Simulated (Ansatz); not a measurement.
System: zinc-blende AlSb. Method: r²SCAN+rVV10 (PAW; Ansatz, a first-principles code).

Numerical settings: plane-wave cutoff 560 eV, 10×10×10 k mesh, Fermi–Dirac smearing 0.01 eV, scalar-relativistic PAW data made under PBE.

Computed points:

```tsv
V (Å³/atom)	E − E_lowest (meV/atom)
27.435	21.00
28.018	8.99
28.602	2.17
29.186	0.00
29.769	2.01
30.353	7.79
30.937	16.94
```

Task: Fit the third-order Birch–Murnaghan equation and give B0 and B′.

Result: V0 = 29.186 Å³/atom, B0 = 57.3 GPa, B′ = 4.3 (fit to the energies at full precision).

Measured, for comparison: bulk modulus 58.2 GPa (temperature not stated, no zero-point or thermal correction; as tabulated in Toher et al. (2017), arXiv:1611.05714); equilibrium volume per atom 28.77 Å³/atom (low temperature, thermal expansion removed or low-temperature value; zero-point expansion not removed; as tabulated in Zhang et al. (2018), doi:10.1088/1367-2630/aac7f0). Computed (rounded) less measured: bulk modulus -2 %, equilibrium volume per atom +1.5 %.

Spin–orbit coupling is not included.

The computed numbers hold no vibrational or temperature effects.
